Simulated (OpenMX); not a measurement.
Crystal: BAs.

```
As B
1.0
     0.00000    2.38850    2.38850
     2.38850    0.00000    2.38850
     2.38850    2.38850    0.00000
As B
1 1
Direct
  0.75000 0.75000 0.75000
  0.00000 0.00000 0.00000
```

Base run:

| Quantity | Value |
| --- | --- |
| Program | OpenMX 3.8.5 |
| Functional | PBE |
| Potentials or basis | OpenMX 2013 PBE set, As7.0-s3p2d2, B7.0-s2p2d1, grid cutoff 500 Ry |
| k mesh | 11 × 11 × 11 |
| Occupations | fermi-dirac, width 0.05 eV |
| Spin | no spin polarisation |

Its results: band gap on the k mesh 1.26 eV, indirect (least direct gap 3.35 eV).

Question: The run is repeated on the same cell with these changes: k mesh from 11 × 11 × 11 to 7 × 7 × 7; spin from no spin polarisation to non-collinear spin, zero start, spin-orbit coupling. What comes out?

Answer: Band gap on the k mesh 1.19 eV, indirect (least direct gap 3.14 eV); net moment 0.00 μB per cell.

Several settings changed at once, so the effect can't be laid on one alone.

Caveats: the basis of atomic orbitals isn't converged, which shifts pressures, moduli and gaps; total energies with and without spin-orbit coupling shouldn't be compared in this program (some runs).
